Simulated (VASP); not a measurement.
## A VASP 6.6.1 single-point calculation on C

INCAR

```
EDIFF = 1E-7
NELM = 80
ENCUT = 520
NSW = 0
GGA = PE
LASPH = .TRUE.
LWAVE = .FALSE.
LREAL = .FALSE.
LCHARG = .FALSE.
NBANDS = 11
PREC = Accurate
IBRION = -1
ISMEAR = -1
ISIF = 2
SIGMA = 0.02
```

KPOINTS

```
KPOINTS created by Atomic Simulation Environment
0
Gamma
8 8 8
0 0 0
```

POSCAR

```
C
 1.0000000000000000
     0.0000000000000000    1.7801241435693234    1.7801241435693234
     1.7801241435693234   -0.0000000000000000    1.7801241435693234
     1.7801241435693234    1.7801241435693234   -0.0000000000000000
 C
   2
Cartesian
  0.0000000000000000  0.0000000000000000 -0.0000000000000000
  0.8900620717846617  0.8900620717846617  0.8900620717846617
```

The recommended PBE PAW datasets give the neutral cell 8 valence electrons.

Command

```
mpirun -np 1 vasp_std
```

Problem. How does this run end, and what does it give?

Solution. It converged. Results: gap between bands v and c on the k mesh 4.14 eV; least direct gap on the k mesh 5.60 eV; pressure 4.9 GPa. Band v is the last that the valence electrons fill when counted band by band, and c is the next.

OSZICAR

```
N       E                     dE             d eps       ncg     rms          rms(c)
DAV:   1    -0.851220188915E+00   -0.85122E+00   -0.50092E+03   665   0.731E+02
DAV:   2    -0.184841681357E+02   -0.17633E+02   -0.17154E+02   818   0.120E+02
DAV:   3    -0.188322191380E+02   -0.34805E+00   -0.34744E+00   746   0.130E+01
DAV:   4    -0.188327228724E+02   -0.50373E-03   -0.50373E-03   674   0.642E-01
DAV:   5    -0.188327234719E+02   -0.59946E-06   -0.59940E-06   737   0.207E-02    0.560E+00
DAV:   6    -0.183451522635E+02    0.48757E+00   -0.25509E-01   647   0.356E+00    0.335E+00
DAV:   7    -0.181810461328E+02    0.16411E+00   -0.31175E-01   677   0.398E+00    0.767E-01
DAV:   8    -0.181828735011E+02   -0.18274E-02   -0.86320E-03   659   0.694E-01    0.439E-02
DAV:   9    -0.181829140019E+02   -0.40501E-04   -0.62846E-05   748   0.637E-02    0.246E-02
DAV:  10    -0.181829344900E+02   -0.20488E-04   -0.15350E-05   674   0.345E-02    0.538E-03
DAV:  11    -0.181829345699E+02   -0.79918E-07   -0.25925E-07   780   0.458E-03
   1 F= -.18182935E+02 E0= -.18182935E+02  d E =-.496898E-11
```

For comparison, a separate PBE run of the intended cell, on usual settings and not on those above, gives a gap of 4.17 eV on its mesh and a pressure of 4.9 GPa.
